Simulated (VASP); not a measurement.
# Y (P6_3/mmc) in VASP: a series of runs, part 2 of 2

VASP 6.6.1. The steps go on from the part before.

### Step 3. Single point, PBEsol

Input file INCAR:

```
SYSTEM = Y
PREC = Accurate ; ENCUT = 700
EDIFF = 1E-6 ; ISMEAR = -1
SIGMA = 0.15 ; LREAL = .FALSE.
LASPH = .TRUE. ; NELM = 100
ALGO = Normal ; ISIF = 2
LWAVE = .FALSE. ; LCHARG = .FALSE.
GGA = PS ; ADDGRID = .FALSE.
```

Input file KPOINTS:

```
regular mesh
0
G
  7 7 4
  0 0 0
```

Input file POSCAR:

```
Y
1.0
    3.6474000000      0.0000000000      0.0000000000
   -1.8237000000      3.1587410578      0.0000000000
    0.0000000000      0.0000000000      5.7306000000
Y
2
Direct
    0.6666666667      0.3333333333      0.7500000000
    0.3333333333      0.6666666667      0.2500000000
```

Potentials or basis: VASP PAW PBE potentials, release 64 (Y_sv).

Run with:

```console
cat potpaw_PBE.64/Y_sv/POTCAR > POTCAR
mpirun -np 1 vasp_std > vasp.out
```

OUTCAR:

```text
SYSTEM = Y
   PREC = Accurate
   ENCUT = 700
   EDIFF = 1E-6
   ISMEAR = -1
   LREAL = .FALSE.
   LASPH = .TRUE.
   NELM = 100
   ISIF = 2
   GGA = PS

 Found     24 irreducible k-points:

 Following reciprocal coordinates:
            Coordinates               Weight
  0.000000  0.000000  0.000000      1.000000
  0.142857 -0.000000  0.000000      6.000000
  0.285714 -0.000000  0.000000      6.000000
  0.428571 -0.000000  0.000000      6.000000
  0.142857  0.142857  0.000000      6.000000
  0.285714  0.142857  0.000000     12.000000
   k-points           NKPTS =     24   k-points in BZ     NKDIM =     24   number of bands    NBANDS=     15
   number of dos      NEDOS =    301   number of ions     NIONS =      2
   total plane-waves  NPLWV =  51200
   dimension x,y,z NGX =    32 NGY =   32 NGZ =   50
   dimension x,y,z NGXF=    64 NGYF=   64 NGZF=  100
   ions per type =               2
   NGX,Y,Z   is equivalent  to a cutoff of  14.59, 14.59, 14.51 a.u.
   NGXF,Y,Z  is equivalent  to a cutoff of  29.17, 29.17, 29.01 a.u.
 SYSTEM =  Y
   PREC   = accura    normal or accurate (medium, high low for compatibility)
   ISTART =      0    job   : 0-new  1-cont  2-samecut
   ICHARG =      2    charge: 1-file 2-atom 10-const
   ISPIN  =      1    spin polarized calculation?
   LNONCOLLINEAR =      F non collinear calculations
   LSORBIT =      F    spin-orbit coupling
   LASPH  =      T    aspherical Exc in radial PAW
   ENCUT  =  700.0 eV  51.45 Ry    7.17 a.u.   7.87  7.87 12.36*2*pi/ulx,y,z
   NELM   =    100;   NELMIN=  2; NELMDL= -5     # of ELM steps
   EDIFF  = 0.1E-05   stopping-criterion for ELM
   LREAL  =      F    real-space projection
   EDIFFG = 0.1E-04   stopping-criterion for IOM
   NSW    =      0    number of steps for IOM
   IBRION =     -1    ionic relax: 0-MD 1-quasi-New 2-CG
   NFREE  =      0    steps in history (QN), initial steepest desc. (CG)
   ISIF   =      2    stress and relaxation
   ISYM   =      2    0-nonsym 1-usesym 2-fastsym
   POTIM  = 0.5000    time-step for ionic-motion
   TEBEG  =    0.0;   TEEND  =   0.0 temperature during run
   PSTRESS=    0.0 pullay stress
   NELECT =      22.0000    total number of electrons
   NUPDOWN=      -1.0000    fix difference up-down
   EMIN   =  10.00;   EMAX   =-10.00  energy-range for DOS
   EFERMI =   0.00;   METHOD = LEGACY
   ISMEAR =    -1;   SIGMA  =   0.15  broadening in eV -4-tet -1-fermi 0-gaus
   EFERMI_NEDOS =   21; number of points for ismear=-14 and -15
   IALGO  =     38    algorithm
   IMIX   =      4    mixing-type and parameters
     AMIX     =   0.40;   BMIX     =  1.00
     AMIX_MAG =   1.60;   BMIX_MAG =  1.00
  volume/ion in A,a.u.               =      33.01       222.77
  Fermi-wavevector in a.u.,A,eV,Ry     =   1.134967  2.144777 17.526345  1.288150
  Thomas-Fermi vector in A             =   2.271671
   LORBIT       =      0    0 simple, 1 ext, 2 COOP (PROOUT), +10 PAW based schemes
   GGA     = PS    functional components
   LHFCALC =     F    Hartree Fock is set to
   AEXX    =    0.0000 exact exchange contribution
   IVDW    =     0    specifies the selected vdW correction
   LEPSILON=     F    determine dielectric tensor
   LRPA    =     F    only Hartree local field effects (RPA)
 non-spin polarized calculation
  energy-cutoff  :      700.00
  volume of cell :       66.02
 maximum number of plane-waves:      2798
 NGX is ok and might be reduce to    32
   NGX = 15   NGY = 15   NGZ = 25

 number of electron      22.0000001 magnetization

 Free energy of the ion-electron system (eV)
  ---------------------------------------------------
  ext. energy  EPLUGINS =         0.00000000
  ---------------------------------------------------
  free energy    TOTEN  =       -13.75194639 eV

  energy without entropy =      -13.50245780  energy(sigma->0) =      -13.62720209

 E-fermi :   2.8653     XC(G=0):  -9.5133

 val. band max:        2.8435232630   @ k =   0.4286  -0.0000   0.2500
 cond. band min:       2.9008787870   @ k =   0.2857   0.2857   0.5000
 fundamental gap:      0.0573555240
 Fermi energy:         2.8652840216

 k-point     1 :       0.0000    0.0000    0.0000
  band No.  band energies     occupation
      1     -39.7444      2.00000
      2     -39.6723      2.00000
      3     -20.0407      2.00000
      4     -19.5636      2.00000
      5     -19.5636      2.00000
      6     -19.4752      2.00000
      7     -19.4752      2.00000
      8     -19.4488      2.00000
      9      -1.8333      2.00000
     10       0.9967      1.99999
     11       3.7358      0.00602
     12       4.6018      0.00002
     13       4.6018      0.00002
     14       4.8843      0.00000
     15       5.1997      0.00000

 k-point     2 :       0.1429   -0.0000    0.0000
  band No.  band energies     occupation
      1     -39.7348      2.00000
      2     -39.6689      2.00000
      3     -20.0055      2.00000
      4     -19.6337      2.00000
      5     -19.5870      2.00000
      6     -19.5482      2.00000
      7     -19.4847      2.00000
      8     -19.4657      2.00000
      9      -1.4091      2.00000
     10       1.3860      1.99990
     11       3.3343      0.08403
     12       3.8614      0.00261
     13       4.7736      0.00001
     14       5.0009      0.00000
     15       5.1803      0.00000

 k-point     3 :       0.2857   -0.0000    0.0000
  band No.  band energies     occupation
      1     -39.7115      2.00000
      2     -39.6628      2.00000
      3     -19.9141      2.00000
      4     -19.7922      2.00000
      5     -19.7032      2.00000
      6     -19.6366      2.00000
      7     -19.5156      2.00000
      8     -19.5085      2.00000
      9      -0.3078      2.00000
     10       2.0249      1.99265
     11       2.6009      1.70714
     12       3.1031      0.34007
     13       4.3227      0.00012
     14       4.6021      0.00002
     15       4.7147      0.00001

 k-point     4 :       0.4286   -0.0000    0.0000
  band No.  band energies     occupation
      1     -39.6894      2.00000
      2     -39.6613      2.00000
      3     -19.9195      2.00000
      4     -19.8201      2.00000
      5     -19.8124      2.00000
      6     -19.6743      2.00000
      7     -19.5839      2.00000
      8     -19.5291      2.00000
      9       0.9044      2.00000
     10       1.8112      1.99823
     11       2.1161      1.98654
     12       2.8108      1.17966
     13       4.2789      0.00016
     14       4.3691      0.00009
     15       4.7841      0.00001

 k-point     5 :       0.1429    0.1429    0.0000
  band No.  band energies     occupation
      1     -39.7182      2.00000
      2     -39.6643      2.00000
      3     -19.9418      2.00000
      4     -19.7207      2.00000
      5     -19.6976      2.00000
      6     -19.5972      2.00000
      7     -19.5194      2.00000
      8     -19.4994      2.00000
      9      -0.6348      2.00000
     10       1.9964      1.99392
     11       2.8195      1.15151
     12       3.1727      0.22828
     13       4.3481      0.00010
     14       4.5166      0.00003
     15       5.0432      0.00000

 k-point     6 :       0.2857    0.1429    0.0000
  band No.  band energies     occupation
      1     -39.6949      2.00000
      2     -39.6611      2.00000
      3     -19.8545      2.00000
      4     -19.8403      2.00000
      5     -19.7889      2.00000
      6     -19.6740      2.00000
      7     -19.5634      2.00000
      8     -19.5618      2.00000
      9       0.6084      2.00000
     10       2.2456      1.96838
     11       2.3068      1.95284
     12       2.7516      1.36192
     13       4.0927      0.00056
     14       4.4753      0.00004
     15       4.5446      0.00003

 [... further k-points ...]

------------------------ aborting loop because EDIFF is reached ----------------------------------------

  FORCE on cell =-STRESS in cart. coord.  units (eV):
  Direction    XX          YY          ZZ          XY          YZ          ZX
  --------------------------------------------------------------------------------------
  -------------------------------------------------------------------------------------
  Total       -0.7661791     -0.7661791     -0.8519405      0.0000000      0.0000000      0.0000000
  in kB      -18.5927394    -18.5927394    -20.6738971      0.0000000      0.0000000      0.0000000
  external PRESSURE =     -19.2864587 kB  Pullay stress =       0.0000000 kB

 VOLUME and BASIS-vectors are now :
 -----------------------------------------------------------------------------
  energy-cutoff  :      700.00
  volume of cell :       66.02
      direct lattice vectors                 reciprocal lattice vectors
     3.647400000  0.000000000  0.000000000     0.274167900  0.158290911  0.000000000
    -1.823700000  3.158741058  0.000000000     0.000000000  0.316581822  0.000000000
     0.000000000  0.000000000  5.730600000     0.000000000  0.000000000  0.174501797

 POSITION                                       TOTAL-FORCE (eV/Angst)
 -----------------------------------------------------------------------------------
      1.82370      1.05291      4.29795        -0.000000      0.000000      0.000000
     -0.00000      2.10583      1.43265         0.000000     -0.000000      0.000000
 -----------------------------------------------------------------------------------
    total drift:                               -0.000000      0.000000     -0.000000

  FREE ENERGIE OF THE ION-ELECTRON SYSTEM (eV)
  ---------------------------------------------------
  free  energy   TOTEN  =       -13.7519463866 eV

  energy  without entropy=      -13.5024578032  energy(sigma->0) =      -13.62720209
```

stdout:

```text
POSCAR found type information on POSCAR Y
 POSCAR found :  1 types and       2 ions
 scaLAPACK will be used
 -----------------------------------------------------------------------------
|                                                                             |
|                                                                             |
|     You enforced a specific xc type in the INCAR file but a different       |
|     I HOPE YOU KNOW WHAT YOU ARE DOING!                                     |
|                                                                             |
 -----------------------------------------------------------------------------

 LDA part: xc-table for (Slater+PW92), standard interpolation
 POSCAR, INCAR and KPOINTS ok, starting setup
 FFT: planning ... GRIDC
 FFT: planning ... GRID_SOFT
 FFT: planning ... GRID
 WAVECAR not read
 entering main loop
```

Wall time 33 s (1 thread of Intel Xeon Platinum 8488C (Sapphire Rapids), shared host); peak memory 0.24 GiB.

These settings aren't checked as converged: the numbers below hold their error.

What came out:

- Free energy: -13.7519 eV
- Pressure: -1.9 GPa
- Band gap on the k mesh: none (metal or under the smearing width)

Caveat: the PAW data sets were made with another functional, which shifts forces and pressure a little.

### Step 4. The reference run

An earlier run on the cell as given: functional PBE; potentials or basis VASP PAW PBE potentials, release 64 (Y_sv); cutoff 520 eV; k mesh 8 × 8 × 5; occupations fermi-dirac, width 0.05 eV; no spin polarisation.

* Pressure: -0.2 GPa
* Band gap on the k mesh: none (metal or under the smearing width)
